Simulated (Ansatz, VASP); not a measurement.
# Two plane-wave programs on ZrB

```xyz
2
Lattice="0.0000 -2.4556 -2.4556 2.4556 0.0000 -2.4556 2.4556 -2.4556 0.0000" Properties=species:S:1:pos:R:3 pbc="T T T"
Zr    0.0000    0.0000    0.0000
B     2.4556   -2.4556   -2.4556
```

Alike in both runs: functional r2SCAN; k mesh 8 × 8 × 8; occupations gaussian, width 0.1 eV; no spin polarisation.

Ansatz relaxed the structure, and its values are those at the end. VASP's run is a single point on that final structure, the one shown.

```csv
,VASP,Ansatz
version,VASP 6.6.1,Ansatz 0.2.0
potentials or method,"VASP PAW PBE potentials, release 64 (Zr_sv, B)","scalar-relativistic, plane waves, PAW"
plane-wave cutoff (eV),520,500
valence electrons in the cell,15,15
```

|  | VASP | Ansatz | Ansatz less VASP |
| --- | --- | --- | --- |
| gap on the k mesh at the Fermi level (eV) | none | none | - |
| pressure (GPa) | 0.1 | 0.1 | -0.05 |

A gap of «none» marks a metal or a gap that the smearing closes. With one functional, cell and mesh, what is left measures potentials, basis and numerics.

Caveats: the PAW data sets were made with another functional, which shifts forces and pressure a little (VASP).
